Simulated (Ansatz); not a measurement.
BN under changes of volume

One of the cells (8.249 Å³/atom); the others are scaled copies at fixed shape and fractional positions:

```
CELL_PARAMETERS angstrom
2.50804 0.00000 0.00000
-1.24671 2.17623 0.00000
-0.63067 -1.08812 3.02254
ATOMIC_POSITIONS crystal
N 0.66851 0.33238 0.98500
B 0.97964 0.98350 0.00181
```

The cell comes from a database or a generator and needn't be the stable form of this composition.

```yaml
Program: Ansatz 0.2.0
Functional: PBE
Potentials_or_basis: Ansatz PAW
Cutoff: "420 eV (not typed: the program's choice for these potentials)"
k_mesh: 13 × 13 × 9
Occupations: fermi-dirac, width 0.05 eV
Spin: no spin polarisation
```

```csv
volume (Å³/atom),energy over the lowest point (meV/atom),pressure (GPa),gap on the mesh (eV),largest force (eV/Å)
7.754,45.83,24.0,2.81,3.132
7.919,24.77,17.1,2.82,2.990
8.084,?,?,?,?
8.249,2.42,5.0,2.85,2.729
8.414,0.00,-0.2,2.86,2.609
8.579,2.76,-5.0,2.86,2.495
8.744,10.25,-9.4,2.87,2.387
```

Q: What does the run at 8.084 Å³/atom give?

A: Energy over the lowest point 10.49 meV/atom; pressure 10.8 GPa; gap on the mesh 2.84 eV; largest force 2.856 eV/Å.

Worked out: A Birch-Murnaghan fit of order 3 (a polynomial in V^(-2/3)) to the other rows has its minimum at 8.41 Å³/atom with B0 = V·E''(V) = 257 GPa and B' = 3.6 at fixed shape and positions, which overstates the stiffness. It gives 10.50 meV/atom at 8.084 Å³/atom, against the run's 10.49, and -dE/dV = 10.8 GPa, against 10.8. A straight line through the other rows of the gap, of slope 0.513 eV per unit of ln V, gives 2.83 eV, against the run's 2.84.

Energies are extrapolated to zero smearing.

Caveats: odd divisions of the mesh miss points on the zone boundary, where band edges often lie, so the gap on the mesh can be too wide; forces of over 1 eV/Å show positions far from the minimum, so gaps and moduli don't describe the material at rest.

A mesh can miss the band edges.
